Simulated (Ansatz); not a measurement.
Runs of Ansatz 0.2.0 on CuO. It takes space group Cccm (No. 66, orthorhombic). Conventional cell: a = 3.982 Å, b = 4.307 Å, c = 5.156 Å, α = 90.00°, β = 90.00°, γ = 90.00°. Around Cu (site symmetry 2/m) lie 4 O at 1.95 Å. O (site symmetry 222) has 4 Cu at 1.95 Å as nearest neighbours. Measurements of this composition are mostly on another form, of space group No. 15.

```tsv
task	level	U	cell	k mesh	cutoff (eV)	hubbard projectors	double counting	points for each segment of the path	gap on the mesh (eV)	pressure (GPa)	relaxed volume (Å³/atom)
phonons	LDA	-	as given	8 × 8 × 5	420	-	-	-	none	-	-
relaxation of cell and atoms	PBEsol+U	Cu d U = 5 eV	relaxed	9 × 9 × 5	420	ortho-atomic (the default)	fll (the default)	-	none	0.0	10.84
relaxation of cell and atoms	r2SCAN	-	relaxed	9 × 9 × 5	500	-	-	-	none	0.0	10.73
relaxation of cell and atoms	r2SCAN+U	Cu d U = 5.3 eV	relaxed	9 × 9 × 5	500	ortho-atomic (the default)	fll (the default)	-	none	0.0	10.90
band structure	r2SCAN	-	as given	9 × 9 × 5	500	-	-	14	none	(b)	-
relaxation of cell and atoms	PBEsol+U	Cu d U = 8 eV	relaxed	9 × 9 × 5	420	ortho-atomic (the default)	fll (the default)	-	none	0.0	10.99
relaxation of cell and atoms	PBEsol+U	Cu d U = 3 eV	relaxed	9 × 9 × 5	420	ortho-atomic (the default)	fll (the default)	-	none	0.0	10.76
relaxation of cell and atoms	PBEsol+U	Cu d U = 6 eV	relaxed	9 × 9 × 5	420	ortho-atomic (the default)	fll (the default)	-	none	0.0	(a)
relaxation of cell and atoms	BLYP	-	relaxed	9 × 9 × 5	420	-	-	-	none	0.0	11.65
band structure	PBEsol+U	Cu d U = 5.3 eV	as given	9 × 9 × 5	420	ortho-atomic (the default)	fll (the default)	14	none	-3.2	-
band structure	PBEsol	-	as given	9 × 9 × 5	420	-	-	14	none	-6.0	-
relaxation of cell and atoms	PBEsol+U	Cu d U = 2 eV	relaxed	9 × 9 × 5	420	ortho-atomic (the default)	fll (the default)	-	none	0.0	10.73
```

Alike in all rows: potentials or basis Ansatz PAW; no spin polarisation; smearing fermi-dirac 0.05 eV.

Q: Fill in the values left out.

A: (a) 10.89; (b) -4.9.

Caveats: the run has no spin polarisation, though such a crystal can be magnetic; the PAW data sets come from PBE, with cores solved anew for the run's functional, which leaves a small shift of forces and pressure; the plane-wave basis is chosen anew once the cell has moved, so the energies of steps on either side of that aren't comparable (some runs); U without spin polarisation on a metal has little footing (some runs); semilocal functionals often make such compounds metallic where correlation or magnetic order opens a gap, which also shifts bond lengths (some runs); the potentials were made for another functional, which shifts forces and pressure (some runs).

A k mesh can miss the band edges.

A gap of «none» marks a metal or a gap under the smearing width.

Not every run made on this cell is shown here.
